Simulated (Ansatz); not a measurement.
Crystal: TiB2.

```
CELL_PARAMETERS angstrom
3.02920 0.00000 0.00000
-1.51460 2.62336 0.00000
0.00000 0.00000 3.22840
ATOMIC_POSITIONS crystal
Ti 0.00000 0.00000 0.00000
B 0.66667 0.33333 0.50000
B 0.33333 0.66667 0.50000
```

Base run:

| Quantity | Value |
| --- | --- |
| Program | Ansatz 0.2.0 |
| Functional | PBE0 |
| Potentials or basis | Ansatz PAW |
| Cutoff | 420 eV (not typed: the program's choice for these potentials) |
| k mesh | 8 × 8 × 6 |
| Occupations | fermi-dirac, width 0.05 eV |
| Spin | no spin polarisation |

Its results: band gap on the k mesh none (metal or under the smearing width); pressure -5.3 GPa.

Task: The run is repeated on the same cell with these changes: functional from PBE0 to HSE06. What comes out?

Result: Band gap on the k mesh none (metal or under the smearing width); pressure -4.8 GPa.

Caveats: the PAW data sets come from PBE, with cores solved anew for the run's functional, which leaves a small shift of forces and pressure; the thresholds are loose for stress.
